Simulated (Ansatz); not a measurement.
# InSe (R3m), work and stress of cleavage

Method: DFT LDA, scalar-relativistic, plane waves, PAW (Ansatz 0.2.0). Cutoff 420 eV, Γ-centred 10×10×2 k-points, Gaussian smearing of 0.03 eV. No spin polarisation. Energies are free energies at this smearing, counted from the undisturbed cell; pressure is positive in compression.

Zero of the scan (as given, not relaxed at this level; it stands at -1.4 GPa):

```
In Se
1.0
    -2.00000   -3.46410    0.00000
     2.00000   -3.46410    0.00000
     0.00000    0.00000   24.95001
In Se
6 6
Cartesian
  0.0000 0.0000 19.3924
  0.0000 -2.3094 2.7591
  0.0000 -4.6188 11.0757
  0.0000 0.0000 22.1918
  0.0000 -2.3094 5.5584
  0.0000 -4.6188 13.8751
  0.0000 0.0000 9.7991
  0.0000 -2.3094 18.1158
  0.0000 -4.6188 1.4824
  0.0000 0.0000 15.1509
  0.0000 -2.3094 23.4676
  0.0000 -4.6188 6.8342
```

The cell holds layers and no dispersion correction was added, so their binding is poorly described.

The cut lies on the cell's a–b face, a (0 0 -1) plane (indices in the standard cell, whose axes needn't be the Cartesian ones shown) of area 13.86 Å², between layers 2.96 Å apart. Vector c is lengthened by d along the normal with the atoms' Cartesian places fixed: one unrelaxed cut a cell. The traction is positive where the two halves pull on each other.

```
d (Å) energy (J/m²) traction (GPa)
-0.30          0.002           -1.02
-0.15         -0.005           -0.02
 0.00          0.000            0.61
 0.25          0.022            1.09
 0.50          0.051            1.17
 0.75          0.079            1.05
 1.00          0.103            0.87
 1.50          0.137            0.51
 2.00          0.156            0.26
 3.00          0.169            0.05
 4.50          0.172            0.00
 6.00          0.172            0.00
```

**Question.** What are the work of separation and the cleavage stress, and do they fit the universal binding curve?

**Answer.** The energy levels off near W ≈ 0.172 J/m² (the traction is down to 0.00 GPa), the energy of the two unrelaxed faces, 0.086 J/m² each on average. The largest sampled traction is 1.17 GPa at d = 0.50 Å, and a parabola through it and its two neighbours peaks at σ_max ≈ 1.17 GPa, d ≈ 0.48 Å. The curve E = W[1 − (1 + d/ℓ)exp(−d/ℓ)] peaks in traction at d = ℓ with σ_max = W/(eℓ); with 1 J/m² per Å = 10 GPa this W and σ_max give ℓ = 0.54 Å. A parabola through that curve at the same three d peaks at 0.57 Å, against 0.48 Å here, a fair fit. Real crystals break at far lower stress, because cracks concentrate it.

The crystal is built of layers, and the cut parts neighbours that are weakly bound and not described well without a dispersion correction.

The cut is rigid; relaxing the faces lowers these energies and usually the stresses. The start isn't at rest at this level: it stands under -1.4 GPa with forces up to 0.13 eV/Å, so these aren't the figures of the relaxed crystal.

Cost: 12 runs of about 19 core-minutes in all, on Intel Xeon Platinum 8259CL (Skylake/Cascade Lake) (shared hosts).